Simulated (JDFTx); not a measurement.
Input of a JDFTx 1.7.0 (patched build) run:

The input HfO2.in:

```
lattice \
    9.6716183058     0.0000000000    -1.6226380164 \
    0.0000000000     9.7995527645     0.0000000000 \
    0.0000000000     0.0000000000     9.8527809459
coords-type Lattice
ion Hf     0.2755000000     0.4603000000     0.7080000000 1
ion Hf     0.7245000000     0.9603000000     0.7920000000 1
ion Hf     0.7245000000     0.5397000000     0.2920000000 1
ion Hf     0.2755000000     0.0397000000     0.2080000000 1
ion O      0.0742000000     0.1684000000     0.8467000000 1
ion O      0.9258000000     0.6684000000     0.6533000000 1
ion O      0.9258000000     0.8316000000     0.1533000000 1
ion O      0.0742000000     0.3316000000     0.3467000000 1
ion O      0.4487000000     0.7419000000     0.9801000000 1
ion O      0.5513000000     0.2419000000     0.5199000000 1
ion O      0.5513000000     0.2581000000     0.0199000000 1
ion O      0.4487000000     0.7581000000     0.4801000000 1

ion-species pseudo/Hf.upf
ion-species pseudo/O.upf
elec-cutoff 42 336
elec-ex-corr gga-PBEsol
kpoint-folding 5 5 5
elec-smearing Fermi 0.0018374661
elec-n-bands 60
electronic-SCF nIterations 100 energyDiffThreshold 1e-09
electronic-minimize nIterations 30 energyDiffThreshold 1e-7
converge-empty-states yes
forces-output-coords Cartesian

dump-name run.$VAR
dump End Ecomponents EigStats BandEigs Kpoints Forces Stress
```

Potentials or basis: PseudoDojo-SR-PBEsol-0.4.1-standard with smoothed tails.

Launch:

```sh
$ jdftx -c 1 -i HfO2.in -o HfO2.out
```

Q: What does it give for the pressure?

A: -4.6 GPa.

Q: Estimate the Loewdin charges.

A: Hf +1.37; O -0.62, -0.66 e.

Q: Estimate the largest force.

A: 0.418 eV/Å.

Stress tensor (GPa, compression positive):
```
-4.62  0.00 -0.12
 0.00 -5.28  0.00
-0.12  0.00 -3.87
```

Caveat: the empty levels aren't tightly converged; spin-orbit coupling is left out, which moves the levels of the heavy elements; an odd mesh through Γ misses points on the zone boundary, where band edges often lie.

The gap isn't set beside the measured one, since this odd mesh misses points on the zone boundary.
